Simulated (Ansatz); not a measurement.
# Bands of S

```
CELL_PARAMETERS angstrom
0.00000 1.99396 1.99396
1.99396 0.00000 1.99396
1.99396 1.99396 0.00000
ATOMIC_POSITIONS crystal
S 0.00000 0.00000 0.00000
```

The cell was built from the fcc type and relaxed in the same program, and has space group Fm-3m; it needn't be a known or the stable phase.

Method: DFT, PBE, all-electron LAPW, scalar-relativistic (Ansatz 0.2.0).

The runs use a Γ-centred 16×16×16 k mesh, Fermi–Dirac smearing of 0.03 eV, basis error target 1 meV/atom, no spin polarisation.

Points in fractions of the reciprocal vectors of this cell: Γ (0, 0, 0), X (0.5, 0, 0.5), U (0.625, 0.25, 0.625), K (0.375, 0.375, 0.75), L (0.5, 0.5, 0.5), W (0.5, 0.25, 0.75). The path joins them by straight lines in the order Γ–X–U–K–Γ–L–W–X; legs that retrace an earlier one aren't tabulated. Energies are in eV from the Fermi level.

Question: List the levels at W between -14 and 5.5 eV.

Answer: -10.77, -4.49 (×2), -2.54.

Question: List the levels at L between -14 and 5.5 eV.

Answer: -12.63, -7.41, 1.87 (×2).

Question: List the levels at U between -14 and 5.5 eV.

Answer: -11.01, -5.44, -4.27, -0.10.

Question: What is the band gap?

Answer: none: bands cross the Fermi level, a metal.
